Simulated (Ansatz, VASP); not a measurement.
**One calculation of GaAs, two programs**

The input POSCAR:

```
GaAs
1.0
    0.0000000000      2.6855075000      2.8268500000
    2.6855075000      0.0000000000      2.8268500000
    2.6855075000      2.6855075000      0.0000000000
Ga As
1 1
Direct
    0.0000000000      0.0000000000      0.0000000000
    0.7500000000      0.7500000000      0.7500000000
```

INCAR.step1

```
SYSTEM = GaAs
PREC     = Accurate       ! precision mode
ENCUT    = 520            ! plane-wave cutoff, eV
ISMEAR   = 0              ! smearing method
SIGMA    = 0.05           ! smearing width, eV
LREAL    = .False.        ! projectors in reciprocal space
LASPH    = .True.         ! aspherical terms in the spheres
NELM     = 100            ! most SCF steps
NBANDS   = 16             ! bands
GGA      = PE             ! functional
ALGO     = Normal         ! electronic algorithm
EDIFF    = 1E-4           ! SCF threshold, eV
LWAVE    = .True.         ! write WAVECAR
LCHARG   = .False.        ! write CHGCAR
```

Contents of INCAR.step2:

```
SYSTEM = GaAs
PREC     = Accurate       ! precision mode
ENCUT    = 520            ! plane-wave cutoff, eV
EDIFF    = 1E-7           ! SCF threshold, eV
ISMEAR   = 0              ! smearing method
SIGMA    = 0.05           ! smearing width, eV
LREAL    = .False.        ! projectors in reciprocal space
LASPH    = .True.         ! aspherical terms in the spheres
NELM     = 100            ! most SCF steps
ALGO     = Normal         ! electronic algorithm
ISIF     = 2              ! what is computed and relaxed
LWAVE    = .False.        ! write WAVECAR
LCHARG   = .False.        ! write CHGCAR
METAGGA  = R2SCAN         ! meta-GGA
LMIXTAU  = .True.       
NBANDS   = 16             ! bands
ISTART   = 1
```

The input KPOINTS:

```
Automatic mesh
0
Gamma
  8 8 8
  0 0 0
```

Input for Ansatz:

```yaml
crystal:
  lattice:
    - [0.0, 2.6855075, 2.82685]
    - [2.6855075, 0.0, 2.82685]
    - [2.6855075, 2.6855075, 0.0]
  atoms:
    - { symbol: Ga, position: [0.0, 0.0, 0.0] }
    - { symbol: As, position: [0.75, 0.75, 0.75] }
basis:
  ecutwfc: 500
kpoints:
  mp_grid: { grid: [8, 8, 8] }
hamiltonian:
  xc: r2scan
scf:
  occupations: { method: gaussian, width: 0.05 }
output:
  forces: true
  stress: true
  eigenvalues: true
```

Change from the starting cell: strain -0.050 along x and y, +0.000 along z, atoms carried along.

Alike in both runs: task single point; functional r2SCAN; k mesh 8 × 8 × 8; occupations gaussian, width 0.05 eV; no spin polarisation.

```csv
,VASP,Ansatz
version,VASP 6.6.1,Ansatz 0.2.0
potentials or method,"VASP PAW PBE potentials, release 64 (Ga_d, As)","scalar-relativistic, plane waves, PAW"
plane-wave cutoff (eV),520,500
valence electrons in the cell,18,28
```

```csv
,VASP,Ansatz,Ansatz less VASP
gap on the k mesh at the Fermi level (eV),1.31,1.32,+0.010
least direct gap on the mesh (eV),1.71,1.73,+0.021
pressure (GPa),10.3,10.1,-0.18
largest component of the traceless stress (GPa),2.60,2.60,+0.004
```

The two sets of potentials don't hold the same shells in valence.

Caveats: the PAW data sets were made with another functional, which shifts forces and pressure a little (VASP). A k mesh can miss the band edges.
